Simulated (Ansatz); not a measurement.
Rocksalt LiCl, relaxed with r2SCAN in Ansatz: space group Fm-3m (No. 225), cubic; conventional cell a = 5.112 Å, 16.70 Å³ an atom. Li is surrounded by 6 Cl at 2.56 Å; Cl is surrounded by 6 Li at 2.56 Å. The primitive cell holds 2 atoms in 33.40 Å³. Spin-unpolarised throughout; all numbers are computed.

Computed values: HSE06 (6×6×6) gives a least gap of 7.79 eV, with the direct gap within 0.05 eV of it. In PBE's bands the lowest conduction level rises by 0.121 eV from Γ to the point 0.1229 1/Å along Γ–X; the direct gap at Γ is 6.39 eV. r2SCAN's ε∞ is 2.83.

Problem. What is the density?

Solution. The cell holds 1 Li, 1 Cl: M = 1×6.940 + 1×35.450 = 42.39 u in V = 33.40 Å³. ρ = 1.66054 × M/V = 1.66054 × 42.39/33.40 = 2.107 g/cm³, for the static r2SCAN lattice.

Problem. At what wavelength does absorption set in by HSE06, excitons left aside?

Solution. λ = 1239.84 eV nm/E: 159 nm for the least gap. That lies in the ultraviolet, so by this gap the crystal is transparent to visible light.

Problem. Estimate the electron mass at Γ from the rise of PBE's conduction level.

Solution. A parabola gives m*/mₑ = (ħ²/2mₑ) k²/ΔE = 3.810 × 0.1229²/0.121 = 0.476. The band flattens away from Γ; with E(1 + E/E_g) = ħ²k²/2m* the mass at the edge is 0.476/(1 + 0.121/6.39) = 0.467 (1/E_g is only a rough value for the bending). It is PBE's mass, and a gap that is too small makes it too light.

Problem. What refractive index and reflectivity at normal incidence follow, below the gap and above the phonons?

Solution. n = √2.83 = 1.682; R = ((n − 1)/(n + 1))² = (0.682/2.682)² = 6.5 % a face.

Where an edge lies off the special points, it is a point of the mesh or the k point where a search put PBE's edge or least direct gap, reused for the other functionals, whose own edges may lie a little apart.

The meshes of the hybrids are coarse, so their gaps aren't converged to the digits shown.
